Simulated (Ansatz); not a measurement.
# AlN (F-43m) in Ansatz: further runs

The runs below take AlN through band structure, Born charges and dielectric tensor, elastic constants, with PBE, PBEsol, revPBE.

All numbers are computed with Ansatz 0.2.0; they aren't measurements. Logs are shortened: lines on timing, memory, paths and dates and some standing lists are left out, and cuts for length are marked.

### 1 The crystal as given

It takes space group F-43m (No. 216, cubic). Conventional cell: a = 4.368 Å, b = 4.368 Å, c = 4.368 Å, α = 90.00°, β = 90.00°, γ = 90.00°. Al (site symmetry -43m) is surrounded by 4 N at 1.89 Å. N (site symmetry -43m) is surrounded by 4 Al at 1.89 Å.

Measurements of this composition are mostly on another form, of space group No. 186.

### 2 Band structure, PBE

The input, input.yaml:

```yaml
crystal:
  lattice:
    - [0.0, 2.1839935596, 2.1839935596]
    - [2.1839935596, 0.0, 2.1839935596]
    - [2.1839935596, 2.1839935596, 0.0]
  atoms:
    - { symbol: Al, position: [0.0, 0.0, 0.0] }
    - { symbol: "N", position: [0.25, 0.25, 0.25] }
hamiltonian:
  xc: pbe
  pseudopotentials: { kind: paw }
kpoints:
  mp_grid: { grid: [10, 10, 10] }
  band_path:
    path:
      - [[0.0, 0.0, 0.0], [0.5, 0.0, 0.5], [0.5, 0.25, 0.75], [0.375, 0.375, 0.75], [0.0, 0.0, 0.0], [0.5, 0.5, 0.5], [0.625, 0.25, 0.625], [0.5, 0.25, 0.75], [0.5, 0.5, 0.5], [0.375, 0.375, 0.75]]
      - [[0.625, 0.25, 0.625], [0.5, 0.0, 0.5]]
    npoints: 14
scf:
  occupations: { method: fermi_dirac, width: 0.05 }
  n_extra_bands: 6
output:
  forces: true
  stress: true
  eigenvalues: true
  fatbands: true
```

Potentials or basis: Ansatz PAW.

Started as:

```
> ansatz run input.yaml --threads 2 --pin off --max-ram 5120MiB --backend cpu --events-out ev --progress --plain --runs-dir out
```

Log:

```text
Warning: RAYON_NUM_THREADS=2 ignored (pool sized by the plan → 2); use --threads N
scf.n_extra_bands = 6 over 4 filled bands (N_el = 8.0): the run solves 10 bands
Engine: ansatz 0.2.0, aarch64-unknown-linux-gnu
Pseudopotentials: kind: paw
Pseudopotential: Al, paw, valence charge 3, recommended cutoff 420 eV (normal), Al.paw.azcp
Pseudopotential: N, paw, valence charge 5, recommended cutoff 420 eV (normal), N.paw.azcp
Functional definition: PBE
  parameter kappa = 0.804
  parameter beta = 0.06672455060314922
  exchange = pbe_x(kappa = kappa, mu = beta*pi^2/3)
  correlation = pbe_c(beta = beta)
Crystal: 2 atoms, lattice volume = 20.835 Å³
Basis set: ecut = 420 eV, 411 PW (Γ), exchange–correlation on 48×48×48 points (8 copies of the dense FFT grid, shifted against one another)
Bands: 10, of which v1, the nominal top of the filled ones, is band 4 counted from 1 (3 counted from 0)
Symmetry: 24 space group operations
Space group: F-43m (ITA 216), of the structure as read, at distance tolerance 2.8e-5 Å
k-points: 47 of 1000 (time reversal used)
Non-local potential: Al, projectors of the file, l = 0: 2, l = 1: 2, l = 2: 1
Non-local potential: N, projectors of the file, l = 0: 2, l = 1: 2, l = 2: 1
PAW form: soft (Blöchl's): semilocal exchange-correlation on the pseudo side does not see the compensation charge
PAW one-centre angular grid: Al, 110 points (default); XC on 64 Gauss nodes
PAW one-centre angular grid: N, 110 points (default); XC on 64 Gauss nodes
Initial density: superposition of atomic densities (neutral atoms: chi_scale 0, normalization atom), corrected by the library's trained network
Initial wavefunctions: pseudopotential atomic-orbital guess
Functional: x = pbe(κ = 0.804, μ = 0.2195149727645171), c = pbe(β = 0.06672455060314922)
SCF iter   1: F=—  HF=-924.203316 eV  |F-HF|=—  |Δ(HF+E_count)|=         —  Δρ=7.18e-4  dr2=3.33e-5  ethr=1.77e-3  ⟨swp⟩=4.9  Hψ=3049  notcnv=0  defer=2
preconditioner: auto → none  [insulator: Δε(μ)=3.327 eV  Ē_g=17.825 eV  σ=0.050 eV  W_gap=1.00  n_scr=0 (ndim 8)  ℏωp=23.0 eV  f_vac=0.000  D(μ)=0.00/eV (n_scr^D=0)  ε∞_Penn≈2.7]
SCF iter   2: F=—  HF=-924.203445 eV  |F-HF|=—  |Δ(HF+E_count)|=   1.29e-4  Δρ=3.41e-4  dr2=6.37e-6  ethr=4.17e-7  ⟨swp⟩=2.4  Hψ=1023  notcnv=0  defer=14
SCF iter   3: F=—  HF=-924.203481 eV  |F-HF|=—  |Δ(HF+E_count)|=   3.60e-5  Δρ=6.00e-5  dr2=2.37e-7  ethr=7.96e-8  ⟨swp⟩=2.4  Hψ=577  notcnv=0  defer=14
iter 4 did not close the SCF: its close was put off for the readings that it lacked (scf_convergence_deferred on its scf_iter line)
SCF iter   4: F=-924.203481 eV  HF=-924.203481 eV  |F-HF|=2.17e-10  |Δ(HF+E_count)|=   7.92e-7  Δρ=1.12e-5  dr2=1.02e-8  ethr=2.97e-9  ⟨swp⟩=2.4  Hψ=591  notcnv=0  defer=14
iter 5 did not close the SCF: its close was put off for the readings that it lacked (scf_convergence_deferred on its scf_iter line)
SCF iter   5: F=-924.203481 eV  HF=-924.203481 eV  |F-HF|=2.40e-11  |Δ(HF+E_count)|=   1.80e-9  Δρ=2.30e-6  dr2=4.31e-10  ethr=1.27e-10  ⟨swp⟩=2.0  Hψ=554  notcnv=0  defer=14
SCF iter   6: F=-924.203481 eV  HF=-924.203481 eV  |F-HF|=1.59e-12  |Δ(HF+E_count)|=  7.36e-11  Δρ=2.39e-7  dr2=4.96e-12  ethr=5.39e-12  ⟨swp⟩=3.9  Hψ=1871  notcnv=0
SCF 1 converged in 6 iterations: F = -924.203481 eV  dr2 = 4.96e-12
NSCF: frozen V_eff on 142 k-points
SCF converged after 6 iterations
Free energy (F): -924.203481 eV
Harris-Foulkes:  -924.203481 eV  (|F-HF|=1.59e-12)
Internal energy: -924.203481 eV  (E = F + TS)
E sigma→0 (E₀):  -924.203481 eV
Fermi energy:    8.681632 eV
--- Per-component energies (eV) ---
  E_band       = 15.387577
  E_kinetic    = 159.509266
  E_local      = -222.792444  (includes V_loc(G=0)·N_el)
  E_nonlocal   = 55.523965
  E_hartree    = 77.212039
  E_xc         = -101.852755
  E_vxc        = -107.979370  (∫ρ·V_xc dr)
  E_paw        = -595.200094  (= ΣΔE_a)
  E_vpaw       = -23.298002  (= ΣTr[D̂ρ^β])
  E_aug_tail   = 0.000098  (compensation charges beyond the density's cutoff)
  E_ewald      = -296.603555
  E_smearing   = -0.000000  (= −TS)
  E_closure    = 0.000000  (closes the sum)
  Σ components = -924.203481   (vs F -924.203481, Δ=0.00e0)
--- Forces (eV/Å), atoms counted from 1 ---
  atom   1  Al     0.00000000    -0.00000000     0.00000000
  atom   2  N     -0.00000000     0.00000000     0.00000000
  max |Σ_I F_I| component: 2.04e-16 eV/Å
--- Stress (GPa, compression-positive) ---
        4.863621       0.000000      -0.000000
        0.000000       4.863621       0.000000
       -0.000000       0.000000       4.863621
  P = ⅓ Tr σ = 4.8636 GPa (48.636 kbar)
--- Band table (eV; the first three rows and the last of 47) ---
  k-point 0: bands = ["-7.9970", "6.9706", "6.9706", "6.9706", "11.1569", "19.5523", "19.5523", "19.5523", "24.5714", "24.5714"]
  k-point 1: bands = ["-7.8508", "6.1603", "6.9195", "6.9195", "11.8193", "19.1625", "19.6846", "19.6846", "23.3457", "23.3457"]
  k-point 2: bands = ["-7.4349", "4.5584", "6.7916", "6.7916", "12.9472", "18.3566", "19.6052", "19.6052", "22.8301", "22.8301"]
  k-point 46: bands = ["-5.2691", "2.9046", "3.8834", "4.3581", "12.6916", "17.8317", "19.3507", "19.6050", "23.8675", "26.3727"]
```

It took 1.4 s on 2 threads of Arm Neoverse V2, shared host; peak memory 0.26 GiB.

Results:

```yaml
Free_energy: -924.2035 eV
Pressure: 4.9 GPa
Band_gap_on_the_k_mesh: 3.33 eV, indirect (least direct gap 4.19 eV)
Band_gap_along_the_path: 3.33 eV, indirect (least direct gap 4.19 eV)
```

Levels at the corners of the path, in eV from the valence-band top:
```
point  band 1  band 2  band 3  band 4  band 5  band 6  band 7  band 8  band 9
    Γ  -14.97    0.00    0.00    0.00    4.19   12.58   12.58   12.58   17.60
    X  -12.29   -4.89   -1.77   -1.77    3.33    8.62   13.95   15.72   15.72
    W  -12.23   -3.77   -3.43   -2.68    6.04   11.42   11.98   12.18   17.23
    K  -12.31   -4.25   -3.62   -1.37    5.17   10.11   13.08   14.16   15.22
    Γ  -14.97    0.00    0.00    0.00    4.19   12.58   12.58   12.58   17.60
    L  -12.92   -5.84   -0.48   -0.48    7.38    9.86   11.15   11.15   17.98
    U  -12.31   -4.25   -3.62   -1.37    5.17   10.11   13.08   14.16   15.22
    W  -12.23   -3.77   -3.43   -2.68    6.04   11.42   11.98   12.18   17.23
    L  -12.92   -5.84   -0.48   -0.48    7.38    9.86   11.15   11.15   17.98
    K  -12.31   -4.25   -3.62   -1.37    5.17   10.11   13.08   14.16   15.22
    U  -12.31   -4.25   -3.62   -1.37    5.17   10.11   13.08   14.16   15.22
    X  -12.29   -4.89   -1.77   -1.77    3.33    8.62   13.95   15.72   15.72
```

Caveat: the pressure holds a Pulay correction of +0.5 GPa for the finite cutoff. A hybrid or GW would open this gap; PBE tends to underestimate it.

### 3 Born charges and dielectric tensor, PBE

The input, input.yaml:

```yaml
crystal:
  lattice:
    - [0.0, 2.1839935596, 2.1839935596]
    - [2.1839935596, 0.0, 2.1839935596]
    - [2.1839935596, 2.1839935596, 0.0]
  atoms:
    - { symbol: Al, position: [0.0, 0.0, 0.0] }
    - { symbol: "N", position: [0.25, 0.25, 0.25] }
hamiltonian:
  xc: pbe
  pseudopotentials: { kind: paw }
kpoints:
  mp_grid: { grid: [10, 10, 10] }
scf:
  occupations: { method: fixed }
output:
  eigenvalues: true
dielectric:
  method: response
```

Potentials or basis: Ansatz PAW.

Started as:

```
> ansatz run input.yaml --threads 2 --pin off --max-ram 5120MiB --backend cpu --events-out ev --progress --plain --runs-dir out
```

Log:

```text
Warning: RAYON_NUM_THREADS=2 ignored (pool sized by the plan → 2); use --threads N
[... 9 set-up lines as earlier in the session ...]
Crystal: 2 atoms, lattice volume = 20.835 Å³
Basis set: ecut = 420 eV, 411 PW (Γ), exchange–correlation on 48×48×48 points (8 copies of the dense FFT grid, shifted against one another)
Bands: 8, of which v1, the nominal top of the filled ones, is band 4 counted from 1 (3 counted from 0)
[... 1 set-up line as earlier in the session ...]
k-points: 171 of 1000 (irreducible under 4 space group operations, time reversal used)
[... 3 set-up lines as earlier in the session ...]
[... 46 lines left out ...]
  E_ewald      = -296.603555
  E_smearing   = -0.000000  (= −TS)
  E_closure    = 0.000000  (closes the sum)
  Σ components = -924.203481   (vs F -924.203481, Δ=0.00e0)
--- Band table (eV; the first three rows and the last of 171) ---
  k-point 0: bands = ["-7.9970", "6.9706", "6.9706", "6.9706", "11.1569", "19.5523", "19.5523", "19.5523"]
  k-point 1: bands = ["-7.8508", "6.1603", "6.9195", "6.9195", "11.8193", "19.1625", "19.6846", "19.6846"]
  k-point 2: bands = ["-7.4349", "4.5584", "6.7916", "6.7916", "12.9472", "18.3566", "19.6052", "19.6052"]
  k-point 170: bands = ["-5.3395", "2.8177", "3.6469", "4.8316", "13.1689", "17.7110", "18.8993", "19.8370"]
--- Dielectric response (ions clamped): 3 representative field directions + reference, inside a basis on a mesh of 1000 k-points (Σ response iterations 15) ---
  ε∞ (high-frequency dielectric tensor):
        4.578529     0.000000    -0.000000
        0.000000     4.578529     0.000000
       -0.000000     0.000000     4.578529
  Born effective charges Z* (e; rows j = field, columns β = displacement):
    site 0:
         2.54631    0.00000    0.00000
        -0.00000    2.54631    0.00000
         0.00000    0.00000    2.54631
    site 1:
        -2.54631   -0.00000   -0.00000
         0.00000   -2.54631   -0.00000
        -0.00000   -0.00000   -2.54631
  Z* charge neutrality: 9.470e-4 e pre-enforcement
  solved inside a basis spanned on kpoints, on 10×10×10 k-points, its susceptibility summed on 14×14×14: ε∞ is read to err by 1.2e-2, Z* by 9.0e-3 e (field_mesh: kpoints solves on kpoints); Z* is corrected for what the basis lacks
```

Wall time 9.3 s (2 threads of Arm Neoverse V2, shared host); peak memory 0.41 GiB.

Results:

- Free energy: -924.2035 eV
- Band gap on the k mesh: 3.33 eV, indirect (least direct gap 4.19 eV)
- Electronic dielectric tensor (diagonal): 4.58
- Born charges (mean of the diagonal): Al +2.55; N -2.55 e

Electronic dielectric tensor:
```
4.58 0.00 0.00
0.00 4.58 0.00
0.00 0.00 4.58
```

Born effective charge tensors (e):
atom 1, Al
```
2.55 0.00 0.00
0.00 2.55 0.00
0.00 0.00 2.55
```
atom 2, N
```
-2.55  0.00  0.00
 0.00 -2.55  0.00
 0.00  0.00 -2.55
```

### 4 Elastic constants, PBEsol

input.yaml: that of step 3 with these lines changed.

```diff
@@ -9,6 +9,6 @@
 hamiltonian:
-  xc: pbe
+  xc: pbesol
   pseudopotentials: { kind: paw }
 kpoints:
-  mp_grid: { grid: [10, 10, 10] }
+  mp_grid: { grid: [9, 9, 9] }
 scf:
@@ -16,4 +16,6 @@
 output:
-  eigenvalues: true
-dielectric:
-  method: response
+  forces: true
+  stress: true
+elastic:
+  mode: clamped_ion
+  stencil: two_point
```

Started as:

```
> ansatz run input.yaml --threads 2 --pin off --max-ram 5120MiB --backend cpu --events-out ev --progress --plain --runs-dir out
```

It took 3.4 s on 2 threads of Arm Neoverse V2, shared host; peak memory 0.3 GiB.

The run converged. Its results:

```yaml
Free_energy: -905.9132 eV
Pressure: 1.3 GPa
Band_gap_on_the_k_mesh: 3.38 eV, indirect (least direct gap 4.12 eV)
Clamped-ion_elastic_constants_C11_C12_C44: 290, 163, 225 GPa
Voigt_bulk_modulus: 205 GPa
```

Levels at points of the mesh, in eV from the valence-band top:
```
           k point  band 1  band 2  band 3  band 4  band 5  band 6  band 7  band 8
(0.00, 0.00, 0.00)  -14.95    0.00    0.00    0.00    4.12   12.47   12.47   12.47
```

Elastic tensor in Voigt notation (GPa, ions clamped, in the Cartesian axes of the cell as first typed):
```
290 163 163   0   0   0
163 290 163   0   0   0
163 163 290   0   0   0
  0   0   0 225   0   0
  0   0   0   0 225   0
  0   0   0   0   0 225
```

Caveat: odd divisions of the mesh miss points on the zone boundary, where band edges often lie, so the gap on the mesh can be too wide; the pressure holds a Pulay correction of +0.5 GPa for the finite cutoff; the PAW data sets come from PBE, with cores solved anew for the run's functional, which leaves a small shift of forces and pressure.

### 5 Band structure, revPBE

The input, input.yaml:

```yaml
crystal:
  lattice:
    - [0.0, 2.1839935596, 2.1839935596]
    - [2.1839935596, 0.0, 2.1839935596]
    - [2.1839935596, 2.1839935596, 0.0]
  atoms:
    - { symbol: Al, position: [0.0, 0.0, 0.0] }
    - { symbol: "N", position: [0.25, 0.25, 0.25] }
hamiltonian:
  xc: revpbe
  pseudopotentials: { kind: paw }
kpoints:
  mp_grid: { grid: [10, 10, 10] }
  band_path:
    path:
      - [[0.0, 0.0, 0.0], [0.5, 0.0, 0.5], [0.5, 0.25, 0.75], [0.375, 0.375, 0.75], [0.0, 0.0, 0.0], [0.5, 0.5, 0.5], [0.625, 0.25, 0.625], [0.5, 0.25, 0.75], [0.5, 0.5, 0.5], [0.375, 0.375, 0.75]]
      - [[0.625, 0.25, 0.625], [0.5, 0.0, 0.5]]
    npoints: 14
scf:
  occupations: { method: fermi_dirac, width: 0.05 }
  n_extra_bands: 6
output:
  forces: true
  stress: true
  eigenvalues: true
  fatbands: false
  write_density: true
  write_potential: true
  elf: true
  volumetric_format: npy
```

Potentials or basis: Ansatz PAW.

Started as:

```
> ansatz run input.yaml --threads 2 --pin off --max-ram 5120MiB --backend cpu --events-out ev --progress --plain --runs-dir out
```

Log:

```text
Warning: RAYON_NUM_THREADS=2 ignored (pool sized by the plan → 2); use --threads N
scf.n_extra_bands = 6 over 4 filled bands (N_el = 8.0): the run solves 10 bands
[... 4 set-up lines as earlier in the session ...]
Functional definition: revPBE
  parameter kappa = 1.245
[... 3 set-up lines as earlier in the session ...]
Crystal: 2 atoms, lattice volume = 20.835 Å³
Basis set: ecut = 420 eV, 411 PW (Γ), exchange–correlation on 48×48×48 points (8 copies of the dense FFT grid, shifted against one another)
Bands: 10, of which v1, the nominal top of the filled ones, is band 4 counted from 1 (3 counted from 0)
[... 2 set-up lines as earlier in the session ...]
k-points: 47 of 1000 (time reversal used)
[... 3 set-up lines as earlier in the session ...]
[... 33 lines left out ...]
  E_vpaw       = -22.709105  (= ΣTr[D̂ρ^β])
  E_aug_tail   = 0.000099  (compensation charges beyond the density's cutoff)
  E_ewald      = -296.603555
  E_core_change = -0.028211  (= ΣΔE_core)
  E_smearing   = -0.000000  (= −TS)
  E_closure    = -0.000000  (closes the sum)
  Σ components = -927.346129   (vs F -927.346129, Δ=0.00e0)
--- Forces (eV/Å), atoms counted from 1 ---
  atom   1  Al     0.00000000    -0.00000000    -0.00000000
  atom   2  N     -0.00000000     0.00000000    -0.00000000
  max |Σ_I F_I| component: 1.57e-16 eV/Å
--- Stress (GPa, compression-positive) ---
        7.670620      -0.000000      -0.000000
       -0.000000       7.670620       0.000000
       -0.000000       0.000000       7.670620
  P = ⅓ Tr σ = 7.6706 GPa (76.706 kbar)
--- Band table (eV; the first three rows and the last of 47) ---
  k-point 0: bands = ["-7.9404", "7.0634", "7.0634", "7.0634", "11.2644", "19.7251", "19.7251", "19.7251", "24.7150", "24.7150"]
  k-point 1: bands = ["-7.7951", "6.2538", "7.0124", "7.0124", "11.9288", "19.3369", "19.8583", "19.8583", "23.4861", "23.4861"]
  k-point 2: bands = ["-7.3821", "4.6540", "6.8849", "6.8849", "13.0640", "18.5283", "19.7733", "19.7733", "22.9758", "22.9758"]
  k-point 46: bands = ["-5.2399", "3.0177", "3.9877", "4.4586", "12.8121", "17.9988", "19.5049", "19.7913", "24.0668", "26.5459"]
```

Wall time 1.1 s (2 threads of Arm Neoverse V2, shared host); peak memory 0.26 GiB.

What came out:

| Item | Value |
| --- | --- |
| Free energy | -927.3461 eV |
| Pressure | 7.7 GPa |
| Band gap on the k mesh | 3.35 eV, indirect (least direct gap 4.20 eV) |
| Band gap along the path | 3.35 eV, indirect (least direct gap 4.20 eV) |

Levels at the corners of the path, in eV from the valence-band top:
| point | band 1 | band 2 | band 3 | band 4 | band 5 | band 6 | band 7 | band 8 |
| --- | --- | --- | --- | --- | --- | --- | --- | --- |
| Γ | -15.00 | 0.00 | 0.00 | 0.00 | 4.20 | 12.66 | 12.66 | 12.66 |
| X | -12.35 | -4.87 | -1.76 | -1.76 | 3.35 | 8.71 | 14.05 | 15.81 |
| W | -12.30 | -3.75 | -3.42 | -2.68 | 6.07 | 11.48 | 12.04 | 12.28 |
| K | -12.37 | -4.23 | -3.61 | -1.36 | 5.20 | 10.18 | 13.17 | 14.24 |
| Γ | -15.00 | 0.00 | 0.00 | 0.00 | 4.20 | 12.66 | 12.66 | 12.66 |
| L | -12.98 | -5.83 | -0.48 | -0.48 | 7.45 | 9.90 | 11.21 | 11.21 |
| U | -12.37 | -4.23 | -3.61 | -1.36 | 5.20 | 10.18 | 13.17 | 14.24 |
| W | -12.30 | -3.75 | -3.42 | -2.68 | 6.07 | 11.48 | 12.04 | 12.28 |
| L | -12.98 | -5.83 | -0.48 | -0.48 | 7.45 | 9.90 | 11.21 | 11.21 |
| K | -12.37 | -4.23 | -3.61 | -1.36 | 5.20 | 10.18 | 13.17 | 14.24 |
| U | -12.37 | -4.23 | -3.61 | -1.36 | 5.20 | 10.18 | 13.17 | 14.24 |
| X | -12.35 | -4.87 | -1.76 | -1.76 | 3.35 | 8.71 | 14.05 | 15.81 |

Caveat: the pressure holds a Pulay correction of +0.5 GPa for the finite cutoff; the PAW data sets come from PBE, with cores solved anew for the run's functional, which leaves a small shift of forces and pressure.

### 6 Summary

| task | level | k mesh | smearing | points for each segment of the path | atoms under strain | gap on the mesh (eV) | pressure (GPa) |
| --- | --- | --- | --- | --- | --- | --- | --- |
| band structure | PBE | 10 × 10 × 10 | fermi-dirac 0.05 eV | 14 | - | 3.33 | 4.9 |
| Born charges and dielectric tensor | PBE | 10 × 10 × 10 | fixed | - | - | 3.33 | - |
| elastic constants | PBEsol | 9 × 9 × 9 | fixed | - | clamped | 3.38 | 1.3 |
| band structure | revPBE | 10 × 10 × 10 | fermi-dirac 0.05 eV | 14 | - | 3.35 | 7.7 |

Alike in all rows: potentials or basis Ansatz PAW; no spin polarisation; cell as given; cutoff (eV) 420.

On the cell as given the gap runs from 3.33 eV (PBE) to 3.38 eV (PBEsol); the meshes differ, which moves gaps too. The pressure there spans 1.3 GPa (PBEsol) to 7.7 GPa (revPBE); a positive pressure means that this level wants a larger cell, a negative one a smaller.

Caveats: the PAW data sets come from PBE, with cores solved anew for the run's functional, which leaves a small shift of forces and pressure (some runs); odd divisions of the mesh miss points on the zone boundary, where band edges often lie, so the gap on the mesh can be too wide (some runs).

Absolute energies hang on the potentials; compare differences alone.
